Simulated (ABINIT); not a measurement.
Runs of ABINIT 10.8.3 (patched build) on GaSb. Symmetry: I-4m2, No. 119, tetragonal system. The conventional cell has a = 5.507 Å, b = 5.507 Å, c = 3.181 Å, α = 90.00°, β = 90.00°, γ = 90.00°. Sb (site symmetry -4m2) has 4 Ga at 2.87 Å and 2 Sb at 3.18 Å as nearest neighbours. Around Ga (site symmetry -4m2) lie 4 Sb at 2.87 Å and 2 Ga at 3.18 Å. Measurements of this composition are mostly on another form, of space group No. 216.

| level | gap on the mesh (eV) | pressure (GPa) |
| --- | --- | --- |
| AM05 | none | -3.1 |
| r2SCAN | none | -1.5 |
| LDA | none | -4.3 |
| BLYP | none | (b) |
| PBEsol | none | (a) |

Alike in all rows: task band structure; potentials or basis JTH PAW PBE v2.0; no spin polarisation; cell as given; k mesh 10 × 10 × 10; cutoff (eV) 544; smearing fermi-dirac 0.05 eV.

Problem. Fill in the values left out.

Solution. (a) -2.9; (b) 5.0.

Caveats: the PAW data sets were made with another functional, which shifts forces and pressure a little; spin-orbit coupling is left out, which moves the levels of the heavy elements.

A k mesh can miss the band edges, and the runs leave out spin-orbit coupling on Ga, Sb.

A gap of «none» marks a metal or a gap under the smearing width.
